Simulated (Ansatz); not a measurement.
An input for Ansatz 0.2.0 (Ga2S3 (alpha (ferroelectric) quintuple layer)):

```yaml
crystal:
  lattice:
    - [3.6458057, 0.0, 0.0]
    - [-1.82290285, 3.1573603534, 0.0]
    - [0.0, 0.0, 35.1]
  atoms:
    - { symbol: S, position: [0.0, 0.0, 0.5847783428] }
    - { symbol: Ga, position: [0.3333333333, 0.6666666667, 0.5548184617] }
    - { symbol: S, position: [0.3333333333, 0.6666666667, 0.4916661319] }
    - { symbol: Ga, position: [0.6666666667, 0.3333333333, 0.4476090537] }
    - { symbol: S, position: [0.0, 0.0, 0.4152216572] }
  periodic: [true, true, false]
kpoints:
  mp_grid: { grid: [6, 6, 1] }
  band_path:
    path:
      - [0.0, 0.0, 0.0]
      - [0.5, 0.0, 0.0]
      - [0.3333333333, 0.3333333333, 0.0]
      - [0.15, 0.0, 0.0]
    npoints: 1
hamiltonian:
  xc: pbe0
  pseudopotentials: { kind: paw, azcp: { folder: soft_1 } }
scf:
  occupations: { method: fixed }
  n_extra_bands: 5
output:
  eigenvalues: true
  write_density: true
  write_potential: true
  elf: true
  volumetric_format: npy
```

```sh
ansatz run input.yaml --threads 4 --pin off --max-ram 17510MiB --backend cpu --events-out ev --progress --plain --runs-dir out
```

**Question.** Estimate wall time and host memory on 4 threads of Arm Neoverse V2, shared host.

It took 1.7 min; on shared hardware allow 52 s to 3.5 min. Peak host memory was 5.6 GiB. The sizes that set the cost: 7797 plane waves a state, 7 irreducible k points and 22 SCF cycles.

Exact exchange couples every pair of k points and filled bands, so it costs far more than a semilocal run.

[Paths, hosts, dates, memory and timing lines, banners, echoed tables and standing remarks are left out of the program output.]

[Logs are printed without paths, hosts, clocks, repeated set-up lines and the standing remarks that a program may print on its own settings, such as how far it seeks lower states.]

[Runs of the session that timed out or met a known fault of the program may be left out.]

[Cells called generated may have been cut or substituted from an entry of the Crystallography Open Database or the Materials Project.]

[Hosts, paths, dates, database ids (printed as entryN), source tags and the programs' standing remarks are cut or masked in the printed files.]
